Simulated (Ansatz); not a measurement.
Runs of Ansatz 0.2.0 on TiH2. The structure is tetragonal, space group I4/mmm (No. 139). Conventional cell: a = 3.193 Å, b = 3.193 Å, c = 4.267 Å, α = 90.00°, β = 90.00°, γ = 90.00°. Around Ti (site symmetry 4/mmm) lie 8 H at 1.92 Å. H (site symmetry -4m2) is surrounded by 4 Ti at 1.92 Å and 2 H at 2.13 Å. 

| task | level | U | cell | hubbard projectors | double counting | gap on the mesh (eV) | pressure (GPa) | relaxed volume (Å³/atom) |
| --- | --- | --- | --- | --- | --- | --- | --- | --- |
| relaxation of cell and atoms | r2SCAN+D3(BJ)-ATM | - | relaxed | - | - | none | 0.0 | 7.03 |
| projected density of states | r2SCAN+U | Ti d U = 3 eV | as given | ortho-atomic (the default) | fll (the default) | none | 2.2 | - |
| relaxation of cell and atoms | r2SCAN+D4 | - | relaxed | - | - | none | 0.0 | 7.03 |
| projected density of states | r2SCAN+U | Ti d U = 1 eV | as given | ortho-atomic (the default) | fll (the default) | none | -1.7 | - |
| projected density of states | r2SCAN+U | Ti d U = 2 eV | as given | ortho-atomic (the default) | fll (the default) | none | (a) | - |

Alike in all rows: potentials or basis Ansatz PAW; no spin polarisation; k mesh 12 × 12 × 12; cutoff (eV) 500; smearing fermi-dirac 0.05 eV.

Question: Estimate the missing entries.

Answer: (a) -0.3.

Caveats: the PAW data sets come from PBE, with cores solved anew for the run's functional, which leaves a small shift of forces and pressure; U without spin polarisation on a metal has little footing (some runs); the U is typed as a test and isn't derived for this compound (some runs); the density of states is complete only up to the lowest level of the last band computed (some runs); the plane-wave basis is chosen anew once the cell has moved, so the energies of steps on either side of that aren't comparable (some runs); pairwise dispersion overbinds metals, which lowers pressure and volume (some runs).

A gap of «none» marks a metal or a gap under the smearing width.
